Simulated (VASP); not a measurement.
BN: single point with PBE

Crystal: BN.

```
B N
1.0
     0.00000    1.77577    1.77577
     1.77577    0.00000    1.77577
     1.77577    1.77577    0.00000
B N
1 1
Direct
  0.00000 0.00000 0.00000
  0.25000 0.25000 0.25000
```

The cell isn't the ideal one: a relaxed cell with its volume scaled by 0.94.

* Program: VASP 6.6.1
* Task: single point
* Functional: PBE
* Potentials or basis: VASP PAW PBE potentials, release 64 (B, N)
* Cutoff: 520 eV
* k mesh: 6 × 6 × 6
* Occupations: gaussian, width 0.02 eV
* Spin: no spin polarisation

```json
{
  "Pressure": "25.9 GPa",
  "Band gap on the k mesh": "4.51 eV, indirect (least direct gap 9.07 eV)"
}
```

Levels at points of the mesh, in eV from the valence-band top:
| k point | band 1 | band 2 | band 3 | band 4 | band 5 | band 6 | band 7 | band 8 |
| --- | --- | --- | --- | --- | --- | --- | --- | --- |
| (0.00, 0.00, 0.00) | -20.85 | 0.00 | 0.00 | 0.00 | 9.07 | 9.07 | 9.07 | 11.23 |
| (0.50, 0.00, 0.00) | -16.37 | -11.19 | -2.04 | -2.04 | 10.85 | 11.00 | 11.00 | 15.80 |
| (0.50, 0.50, 0.00) | -14.93 | -9.27 | -5.17 | -5.17 | 4.51 | 9.53 | 18.75 | 18.75 |

Wall time 3.1 s on 1 thread of Intel(R) Xeon(R) Platinum 8259CL CPU @ 2.50GHz (Skylake/Cascade Lake), with other jobs on the host, peak memory 0.11 GiB.

Caveat: the k mesh is coarse (spacing up to 0.51 Å⁻¹), so the values aren't converged; so large a pressure means that the cell lies far from this level's equilibrium, or that cutoff or potentials fall short. A k mesh can miss the band edges.
